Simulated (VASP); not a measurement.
Here is a VASP 6.6.1 calculation.

The input INCAR:

```
SYSTEM = I
  PREC = Accurate
  ENCUT = 520
  EDIFF = 1E-7
  ISMEAR = 0
  SIGMA = 0.1
  LREAL = .FALSE.
  LASPH = .TRUE.
  NELM = 100
  ALGO = Normal
  ISIF = 2
  LWAVE = .FALSE.
  LCHARG = .FALSE.
  GGA = PE
  NBANDS = 10
```

The input KPOINTS:

```
regular mesh
0
G
  11 11 11
  0 0 0
```

Contents of POSCAR:

```
I
4.8395
   -0.334219650790      0.334219650790      0.881249715880
    0.334219650790     -0.334219650790      0.881249715880
    0.334219650790      0.334219650790     -0.881249715880
I
1
Direct
    0.0000000000      0.0000000000      0.0000000000
```

Potentials or basis: VASP PAW PBE potentials, release 64 (I).

Launch:

```sh
$ cat potpaw_PBE.64/I/POTCAR > POTCAR
$ mpirun -np 1 vasp_std > vasp.out
```

(1) Estimate the band gap on the k mesh.

(2) Estimate the pressure.

## Answers

(1) none (metal or under the smearing width).

(2) 0.1 GPa.

Caveat: an odd number of electrons without spin polarisation forces a metal; a magnetic or distorted state may lie lower.
